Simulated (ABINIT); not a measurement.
Crystal: Ge.

```
Ge
1.0
     3.99759    0.00000    0.00000
    -1.99879    3.46201    0.00000
     0.00000    0.00000    6.59938
Ge
4
Direct
  0.33333 0.66667 0.93710
  0.66667 0.33333 0.43710
  0.33333 0.66667 0.56290
  0.66667 0.33333 0.06290
```

This isn't the form of Ge at room conditions, which is diamond.

Base run:

```yaml
Program: ABINIT 10.8.3 (patched build)
Functional: PBEsol
Potentials_or_basis: PseudoDojo NC SR PBEsol v0.4 stringent
Cutoff: 1687 eV
k_mesh: 6 × 6 × 3
Occupations: fermi-dirac, width 0.05 eV
Spin: no spin polarisation
```

Its results: band gap on the k mesh 0.17 eV, direct; pressure 0.1 GPa; largest force 0.019 eV/Å.

Q: The run is repeated on the same cell with these changes: potentials or basis from PseudoDojo NC SR PBEsol v0.4 stringent to PseudoDojo NC SR PBEsol v0.4.1 standard; cutoff from 1687 eV to 952 eV; valence electrons from 88 to 56. What comes out?

A: Band gap on the k mesh 0.17 eV, direct; pressure -1.8 GPa; largest force 0.021 eV/Å.

Caveats: an odd mesh through Γ misses points on the zone boundary, where band edges often lie.
